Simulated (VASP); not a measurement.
# AlN (Fm-3m) in VASP: further runs

One crystal, AlN, is run at these levels: PBEsol; tasks: relaxation of cell and atoms.

Everything below comes from runs of VASP 6.6.1. Logs are shortened: lines on timing, memory, paths and dates and some standing lists are left out, and cuts for length are marked.

## 1. The crystal as given

Symmetry: Fm-3m, No. 225, cubic system. Conventional cell: a = 4.069 Å, b = 4.069 Å, c = 4.069 Å, α = 90.00°, β = 90.00°, γ = 90.00°. Around Al (site symmetry m-3m) lie 6 N at 2.03 Å. N (site symmetry m-3m) has 6 Al at 2.03 Å as nearest neighbours.

Measurements of this composition are mostly on another form, of space group No. 186.

## 2. Relaxation of cell and atoms, PBEsol, target pressure 14.5 GPa, at which the enthalpy is minimised

The input, INCAR:

```
PREC     = Accurate       # precision mode
ENCUT    = 600            # plane-wave cutoff, eV
EDIFF    = 1E-6           # SCF threshold, eV
ISMEAR   = 0              # smearing method
SIGMA    = 0.03           # smearing width, eV
LREAL    = F              # projectors in reciprocal space
LASPH    = T              # aspherical terms in the spheres
NELM     = 80             # most SCF steps
ALGO     = Normal         # electronic algorithm
ISIF     = 3              # what is computed and relaxed
LWAVE    = F              # write WAVECAR
LCHARG   = F              # write CHGCAR
GGA      = PS             # functional
IBRION   = 2              # ionic algorithm
NSW      = 90             # ionic steps
EDIFFG   = -0.01          # ionic threshold
PSTRESS  = 145.0
```

The input, KPOINTS:

```
regular mesh
0
Gamma
  12 12 12
```

The input, POSCAR:

```
AlN
1.0
    0.0000000000      2.0345180000      2.0345180000
    2.0345180000      0.0000000000      2.0345180000
    2.0345180000      2.0345180000      0.0000000000
Al N
1 1
Direct
    0.5000000000      0.5000000000      0.5000000000
    0.0000000000      0.0000000000      0.0000000000
```

Potentials or basis: VASP PAW PBE potentials, release 64 (Al, N).

Command:

```
> cat potpaw_PBE.64/Al/POTCAR potpaw_PBE.64/N/POTCAR > POTCAR
> mpirun -np 1 vasp_std > vasp.out
```

OUTCAR:

```text
PREC = Accurate
   ENCUT = 600
   EDIFF = 1E-6
   ISMEAR = 0
   LREAL = F
   LASPH = T
   NELM = 80
   ISIF = 3
   GGA = PS
   IBRION = 2
   NSW = 90
   EDIFFG = -0.01
   PSTRESS = 145.0

 ion  position               nearest neighbor table
   1  0.500  0.500  0.500-   2 2.03   2 2.03   2 2.03   2 2.03   2 2.03   2 2.03
   2  0.000  0.000  0.000-   1 2.03   1 2.03   1 2.03   1 2.03   1 2.03   1 2.03

  LATTYP: Found a face centered cubic cell.
 ALAT       =     4.0690360000

  Lattice vectors:

 A1 = (   0.0000000000,   2.0345180000,   2.0345180000)
 A2 = (   2.0345180000,   0.0000000000,   2.0345180000)
 A3 = (   2.0345180000,   2.0345180000,   0.0000000000)

Analysis of symmetry for initial positions (statically):
=====================================================================
 Subroutine PRICEL returns:
 Original cell was already a primitive cell.

 Routine SETGRP: Setting up the symmetry group for a
 face centered cubic supercell.

 Subroutine GETGRP returns: Found 48 space group operations
 (whereof 48 operations were pure point group operations)
 out of a pool of 48 trial point group operations.

The static configuration has the point symmetry O_h .

Analysis of symmetry for dynamics (positions and initial velocities):
=====================================================================
 Subroutine PRICEL returns:
 Original cell was already a primitive cell.

 Routine SETGRP: Setting up the symmetry group for a
 face centered cubic supercell.

 Subroutine GETGRP returns: Found 48 space group operations
 (whereof 48 operations were pure point group operations)
 out of a pool of 48 trial point group operations.

The dynamic configuration has the point symmetry O_h .

 Subroutine INISYM returns: Found 48 space group operations
 (whereof 48 operations are pure point group operations),
 and found     1 'primitive' translations

----------------------------------------------------------------------------------------

                                     Primitive cell

  volume of cell :      16.8428

  direct lattice vectors                    reciprocal lattice vectors
     0.000000000  2.034518000  2.034518000    -0.245758455  0.245758455  0.245758455
     2.034518000  0.000000000  2.034518000     0.245758455 -0.245758455  0.245758455
     2.034518000  2.034518000  0.000000000     0.245758455  0.245758455 -0.245758455

  length of vectors
     2.877242948  2.877242948  2.877242948     0.425666130  0.425666130  0.425666130

  position of ions in fractional coordinates (direct lattice)
     0.500000000  0.500000000  0.500000000
     0.000000000  0.000000000  0.000000000

  ion indices of the primitive-cell ions
   primitive index   ion index
                 1           1
                 2           2

----------------------------------------------------------------------------------------

 KPOINTS: regular mesh

Automatic generation of k-mesh.
 Grid dimensions read from file:
 generate k-points for:   12   12   12

 Generating k-lattice:

  Cartesian coordinates                     Fractional coordinates (reciprocal lattice)
    -0.020479871  0.020479871  0.020479871     0.083333333  0.000000000  0.000000000
     0.020479871 -0.020479871  0.020479871     0.000000000  0.083333333  0.000000000
     0.020479871  0.020479871 -0.020479871     0.000000000  0.000000000  0.083333333

  Length of vectors
     0.035472178  0.035472178  0.035472178

  Shift w.r.t. Gamma in fractional coordinates (k-lattice)
     0.000000000  0.000000000  0.000000000

 Subroutine IBZKPT returns following result:
 ===========================================

 Found     72 irreducible k-points:

 Following reciprocal coordinates:
            Coordinates               Weight
  0.000000  0.000000  0.000000      1.000000
  0.083333  0.000000  0.000000      8.000000
  0.166667  0.000000  0.000000      8.000000
  0.250000  0.000000  0.000000      8.000000
  0.333333  0.000000  0.000000      8.000000
  0.416667  0.000000  0.000000      8.000000
[... 16 lines left out ...]
  0.500000  0.166667  0.000000     24.000000
 -0.416667  0.166667  0.000000     24.000000
 [... further k-points ...]
   k-points           NKPTS =     72   k-points in BZ     NKDIM =     72   number of bands    NBANDS=      8
   number of dos      NEDOS =    301   number of ions     NIONS =      2
   total plane-waves  NPLWV =  13824
   dimension x,y,z NGX =    24 NGY =   24 NGZ =   24
   dimension x,y,z NGXF=    48 NGYF=   48 NGZF=   48
   ions per type =               1   1
   NGX,Y,Z   is equivalent  to a cutoff of  13.87, 13.87, 13.87 a.u.
   NGXF,Y,Z  is equivalent  to a cutoff of  27.73, 27.73, 27.73 a.u.
 SYSTEM =  unknown system
   PREC   = accura    normal or accurate (medium, high low for compatibility)
   ISTART =      0    job   : 0-new  1-cont  2-samecut
   ICHARG =      2    charge: 1-file 2-atom 10-const
   ISPIN  =      1    spin polarized calculation?
   LNONCOLLINEAR =      F non collinear calculations
   LSORBIT =      F    spin-orbit coupling
   LASPH  =      T    aspherical Exc in radial PAW
   ENCUT  =  600.0 eV  44.10 Ry    6.64 a.u.   5.75  5.75  5.75*2*pi/ulx,y,z
   NELM   =     80;   NELMIN=  2; NELMDL= -5     # of ELM steps
   EDIFF  = 0.1E-05   stopping-criterion for ELM
   LREAL  =      F    real-space projection
   EDIFFG = -.1E-01   stopping-criterion for IOM
   NSW    =     90    number of steps for IOM
   IBRION =      2    ionic relax: 0-MD 1-quasi-New 2-CG
   NFREE  =      1    steps in history (QN), initial steepest desc. (CG)
   ISIF   =      3    stress and relaxation
   ISYM   =      2    0-nonsym 1-usesym 2-fastsym
   POTIM  = 0.5000    time-step for ionic-motion
   TEBEG  =    0.0;   TEEND  =   0.0 temperature during run
   PSTRESS=  145.0 pullay stress
   NELECT =       8.0000    total number of electrons
   NUPDOWN=      -1.0000    fix difference up-down
   EMIN   =  10.00;   EMAX   =-10.00  energy-range for DOS
   EFERMI =   0.00;   METHOD = LEGACY
   ISMEAR =     0;   SIGMA  =   0.03  broadening in eV -4-tet -1-fermi 0-gaus
   EFERMI_NEDOS =   21; number of points for ismear=-14 and -15
   IALGO  =     38    algorithm
   IMIX   =      4    mixing-type and parameters
     AMIX     =   0.40;   BMIX     =  1.00
     AMIX_MAG =   1.60;   BMIX_MAG =  1.00
  volume/ion in A,a.u.               =       8.42        56.83
  Fermi-wavevector in a.u.,A,eV,Ry     =   1.277321  2.413786 22.198561  1.631548
  Thomas-Fermi vector in A             =   2.409927
   LORBIT       =      0    0 simple, 1 ext, 2 COOP (PROOUT), +10 PAW based schemes
   GGA     = PS    functional components
   LHFCALC =     F    Hartree Fock is set to
   AEXX    =    0.0000 exact exchange contribution
   IVDW    =     0    specifies the selected vdW correction
   LEPSILON=     F    determine dielectric tensor
   LRPA    =     F    only Hartree local field effects (RPA)
 conjugate gradient relaxation of ions
 non-spin polarized calculation
 Gauss-broadening in eV      SIGMA  =   0.03
  energy-cutoff  :      600.00
  volume of cell :       16.84
 maximum number of plane-waves:       588
   NGX = 11   NGY = 11   NGZ = 11

--------------------------------------- Ionic step        1  -------------------------------------------

 number of electron       7.9999999 magnetization

 Free energy of the ion-electron system (eV)
  ---------------------------------------------------
  ext. energy  EPLUGINS =         0.00000000
  ---------------------------------------------------
  free energy    TOTEN  =       -15.44669191 eV

  energy without entropy =      -15.44669191  energy(sigma->0) =      -15.44669191

 E-fermi :   9.7770     XC(G=0): -12.3631

 val. band max:        9.6415081541   @ k =   0.0000   0.0000   0.0000
 cond. band min:      14.0161446013   @ k =   0.5000   0.5000   0.0000
 fundamental gap:      4.3746364472
 Fermi energy:         9.7769960295

 k-point     1 :       0.0000    0.0000    0.0000
  band No.  band energies     occupation
      1      -7.7371      2.00000
      2       9.6415      2.00000
      3       9.6415      2.00000
      4       9.6415      2.00000
      5      15.0404      0.00000
      6      21.6070      0.00000
      7      21.6070      0.00000
      8      21.6070      0.00000

 k-point     2 :       0.0833    0.0000    0.0000
  band No.  band energies     occupation
      1      -7.5960      2.00000
      2       8.9034      2.00000
      3       9.5567      2.00000
      4       9.5567      2.00000
      5      15.5149      0.00000
      6      20.9019      0.00000
      7      21.8201      0.00000
      8      21.8201      0.00000

 k-point     3 :       0.1667    0.0000    0.0000
  band No.  band energies     occupation
      1      -7.1811      2.00000
      2       7.2495      2.00000
      3       9.3380      2.00000
      4       9.3380      2.00000
      5      16.2213      0.00000
      6      20.1774      0.00000
      7      22.1191      0.00000
      8      22.1191      0.00000
[... 320 lines left out ...]
 VOLUME and BASIS-vectors are now :
 -----------------------------------------------------------------------------
  energy-cutoff  :      600.00
  volume of cell :       15.75
      direct lattice vectors                 reciprocal lattice vectors
     0.000000000  1.989472285  1.989472285    -0.251322928  0.251322928  0.251322928
     1.989472285 -0.000000000  1.989472285     0.251322928 -0.251322928  0.251322928
     1.989472285  1.989472285  0.000000000     0.251322928  0.251322928 -0.251322928

 POSITION                                       TOTAL-FORCE (eV/Angst)
 -----------------------------------------------------------------------------------
      1.98947      1.98947      1.98947         0.000000     -0.000000     -0.000000
      0.00000     -0.00000      0.00000        -0.000000      0.000000      0.000000
 -----------------------------------------------------------------------------------
    total drift:                                0.000000     -0.000000     -0.000000

  FREE ENERGIE OF THE ION-ELECTRON SYSTEM (eV)
  ---------------------------------------------------
  free  energy   TOTEN  =       -15.4182236229 eV

  energy  without entropy=      -15.4182236229  energy(sigma->0) =      -15.41822362

  enthalpy is  TOTEN    =       -13.9929406531 eV   P V=        1.4252829698

--------------------------------------- Ionic step        4  -------------------------------------------

 number of electron       8.0000000 magnetization

 Free energy of the ion-electron system (eV)
  ---------------------------------------------------
  ext. energy  EPLUGINS =         0.00000000
  ---------------------------------------------------
  free energy    TOTEN  =       -15.41631199 eV

  energy without entropy =      -15.41631199  energy(sigma->0) =      -15.41631199

 E-fermi :  10.6614     XC(G=0): -12.6877

 val. band max:       10.5425113561   @ k =   0.0000   0.0000   0.0000
 cond. band min:      15.5802501573   @ k =   0.5000   0.5000   0.0000
 fundamental gap:      5.0377388012
 Fermi energy:        10.6613827829

 k-point     1 :       0.0000    0.0000    0.0000
  band No.  band energies     occupation
      1      -7.4689      2.00000
      2      10.5425      2.00000
      3      10.5425      2.00000
      4      10.5425      2.00000
      5      16.9429      0.00000
      6      22.7226      0.00000
      7      22.7226      0.00000
      8      22.7226      0.00000

 k-point     2 :       0.0833    0.0000    0.0000
  band No.  band energies     occupation
      1      -7.3184      2.00000
      2       9.8036      2.00000
      3      10.4465      2.00000
      4      10.4465      2.00000
      5      17.3820      0.00000
      6      22.0191      0.00000
      7      22.9606      0.00000
      8      22.9606      0.00000

 k-point     3 :       0.1667    0.0000    0.0000
  band No.  band energies     occupation
      1      -6.8753      2.00000
      2       8.0964      2.00000
      3      10.1996      2.00000
      4      10.1996      2.00000
      5      17.9604      0.00000
      6      21.4120      0.00000
      7      23.3631      0.00000
      8      23.3631      0.00000
[... 244 lines left out ...]
 VOLUME and BASIS-vectors are now :
 -----------------------------------------------------------------------------
  energy-cutoff  :      600.00
  volume of cell :       15.73
      direct lattice vectors                 reciprocal lattice vectors
     0.000000000  1.988571370  1.988571370    -0.251436789  0.251436789  0.251436789
     1.988571370 -0.000000000  1.988571370     0.251436789 -0.251436789  0.251436789
     1.988571370  1.988571370  0.000000000     0.251436789  0.251436789 -0.251436789

 POSITION                                       TOTAL-FORCE (eV/Angst)
 -----------------------------------------------------------------------------------
      1.98857      1.98857      1.98857        -0.000000     -0.000000      0.000000
      1.98857      3.97714      1.98857         0.000000      0.000000     -0.000000
 -----------------------------------------------------------------------------------
    total drift:                               -0.000000     -0.000000     -0.000000

  FREE ENERGIE OF THE ION-ELECTRON SYSTEM (eV)
  ---------------------------------------------------
  free  energy   TOTEN  =       -15.4163119946 eV

  energy  without entropy=      -15.4163119946  energy(sigma->0) =      -15.41631199

  enthalpy is  TOTEN    =       -13.9929644282 eV   P V=        1.4233475664

 reached required accuracy - stopping structural energy minimisation
```

Wall time 8.4 s (1 thread of Intel Xeon 6975P-C (Granite Rapids), shared host); peak memory 0.14 GiB.

What came out:

* Free energy: -15.4163 eV
* Relaxed volume: 7.86 Å³/atom
* Relaxed cell: a = 2.812 Å, b = 2.812 Å, c = 2.812 Å, α = 60.00°, β = 60.00°, γ = 60.00°
* Space group after relaxing (to 0.05 Å): Fm-3m (No. 225)
* Energy change on relaxing (the enthalpy is what falls): +15.2 meV/atom
* Ionic steps: 4
* Pressure after relaxing: 14.5 GPa
* Band gap on the k mesh: 5.04 eV, indirect (least direct gap 6.40 eV)

The path:
| step | energy change (eV) | largest force (eV/Å) | pressure (GPa) | volume (Å³) |
| --- | --- | --- | --- | --- |
| 1 | 0.0000 | 0.0000 | -4.74 | 16.84 |
| 2 | 0.2518 | 0.0000 | 45.03 | 14.50 |
| 3 | 0.0285 | 0.0000 | 14.06 | 15.75 |
| 4 | 0.0304 | 0.0000 | 14.54 | 15.73 |

Final structure:
```
Al N
1.0
     0.00000    1.98857    1.98857
     1.98857    0.00000    1.98857
     1.98857    1.98857    0.00000
Al N
1 1
Direct
  0.50000 0.50000 0.50000
  0.00000 0.00000 0.00000
```

Levels at points of the mesh, in eV from the valence-band top:
```csv
k point,band 1,band 2,band 3,band 4,band 5,band 6,band 7,band 8
"(0.00, 0.00, 0.00)",-18.01,0.00,0.00,0.00,6.40,12.18,12.18,12.18
"(0.50, 0.00, 0.00)",-14.51,-8.69,-1.19,-1.19,6.36,11.31,11.31,13.99
"(0.50, 0.50, 0.00)",-13.44,-7.79,-2.95,-2.95,5.04,5.05,14.58,17.95
```

Caveat: the cell is relaxed towards a set pressure, so the enthalpy falls and the energy may rise; the PAW data sets were made with another functional, which shifts forces and pressure a little.

## 3. Relaxation of cell and atoms, PBEsol, target pressure 14.5 GPa, at which the enthalpy is minimised

This run uses another cell than the first one, of 7.86 Å³/atom, 0.934 times its volume.

Edit INCAR of step 2 so:

```diff
@@ -2,3 +2,3 @@
 ENCUT    = 600            # plane-wave cutoff, eV
-EDIFF    = 1E-6           # SCF threshold, eV
+EDIFF    = 1E-7           # SCF threshold, eV
 ISMEAR   = 0              # smearing method
@@ -15,3 +15,3 @@
 NSW      = 90             # ionic steps
-EDIFFG   = -0.01          # ionic threshold
+EDIFFG   = -0.005         # ionic threshold
 PSTRESS  = 145.0
```

KPOINTS is that of step 2.

The input, POSCAR:

```
AlN                                     
1.0
    0.0000000000      1.9885713704      1.9885713704
    1.9885713704     -0.0000000000      1.9885713704
    1.9885713704      1.9885713704      0.0000000000
  Al              N             
     1     1
Direct
     0.5000000000000000    0.5000000000000000    0.5000000000000000
     1.0000000000000000    0.0000000000000000    1.0000000000000000
```

Potentials or basis: VASP PAW PBE potentials, release 64 (Al, N).

Command:

```
> cat potpaw_PBE.64/Al/POTCAR potpaw_PBE.64/N/POTCAR > POTCAR
> mpirun -np 1 vasp_std > vasp.out
```

Run time: 3.8 s. Hardware: 1 thread of Intel Xeon 6975P-C (Granite Rapids), shared host; peak memory 0.13 GiB.

Results (log left out):

- Free energy: -15.4140 eV
- Pressure after relaxing: 14.6 GPa
- Band gap on the k mesh: 5.04 eV, indirect (least direct gap 6.40 eV)

Final structure:
```
CELL_PARAMETERS angstrom
0.00000 1.98857 1.98857
1.98857 0.00000 1.98857
1.98857 1.98857 0.00000
ATOMIC_POSITIONS crystal
Al 0.50000 0.50000 0.50000
N 0.00000 0.00000 0.00000
```

Levels at points of the mesh, in eV from the valence-band top:
| k point | band 1 | band 2 | band 3 | band 4 | band 5 | band 6 | band 7 | band 8 |
| --- | --- | --- | --- | --- | --- | --- | --- | --- |
| (0.00, 0.00, 0.00) | -18.01 | 0.00 | 0.00 | 0.00 | 6.40 | 12.18 | 12.18 | 12.18 |
| (0.50, 0.00, 0.00) | -14.51 | -8.69 | -1.19 | -1.19 | 6.36 | 11.31 | 11.31 | 13.99 |
| (0.50, 0.50, 0.00) | -13.44 | -7.79 | -2.95 | -2.95 | 5.04 | 5.05 | 14.58 | 17.95 |

Caveat: the relaxation stopped at its first step, so nothing moved; the cell is relaxed towards a set pressure, so the enthalpy falls and the energy may rise; the PAW data sets were made with another functional, which shifts forces and pressure a little. A k mesh can miss the band edges.
